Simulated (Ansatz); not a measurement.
## Be, diamond: how the functional moves the structure

All rows: Ansatz, plane waves with scalar-relativistic PAW, 420 eV (500 eV for the SCAN forms), relaxed under each functional, no dispersion correction, no zero-point motion. B₀ comes from uniform scaling at fixed shape; a dash is a value not given.

```tsv
functional	V (Å³/atom)	cell	B₀ (GPa)	magnetic state	ΔE to hcp (meV/atom)
PBE	14.70	a = 4.899 Å	44	spin not included	1637
r²SCAN	15.00	a = 4.932 Å	43	spin not included	1717
PBEsol	14.48	a = 4.875 Å	46	spin not included	1691
LDA	14.05	a = 4.826 Å	48	spin not included	1746
revPBE	15.04	a = 4.937 Å	42	spin not included	1597
RPBE	15.10	a = 4.943 Å	41	spin not included	1589
BLYP	15.36	a = 4.971 Å	39	spin not included	1407
```

LDA gives the smallest volume and BLYP the largest.
